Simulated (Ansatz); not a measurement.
Input and command of a plane-wave DFT calculation in Ansatz:

```yaml
crystal:
  lattice:
    - [3.8270206983, 0.0, 0.0]
    - [0.0, 3.8270206983, 0.0]
    - [0.0, 0.0, 3.8270206983]
  atoms:
    - { symbol: Sc, position: [0.0, 0.0, 0.0] }
    - { symbol: Al, position: [0.5, 0.0, 0.5] }
    - { symbol: Al, position: [0.0, 0.5, 0.5] }
    - { symbol: Al, position: [0.5, 0.5, 0.0] }
basis:
  ecutwfc: 420
kpoints:
  mp_grid: { grid: [14, 14, 14] }
hamiltonian:
  xc: pbesol
scf:
  occupations: { method: gaussian, width: 0.1 }
output:
  forces: true
  stress: true
  eigenvalues: true
  write_density: true
  write_potential: true
  elf: true
  volumetric_format: npy
```

```bash
ansatz run input.yaml --threads 1 --pin off --max-ram 2560MiB --backend cpu --events-out ev --progress --plain --runs-dir out
```

Processor: AMD EPYC 7R43 64-Core Processor (Zen 3), 1 thread, on a host shared with other jobs.

Question: How long does it run, and how much memory does it take?

Answer: About 6.5 s on 1 thread of AMD EPYC 7R43 64-Core Processor (Zen 3), on a shared host, peak memory 0.43 GiB. It solves 14 bands at 120 k points (the mesh reduced by the symmetry that the task leaves, which can be less than the crystal's) with about 1045 plane waves, in 6 SCF iterations.
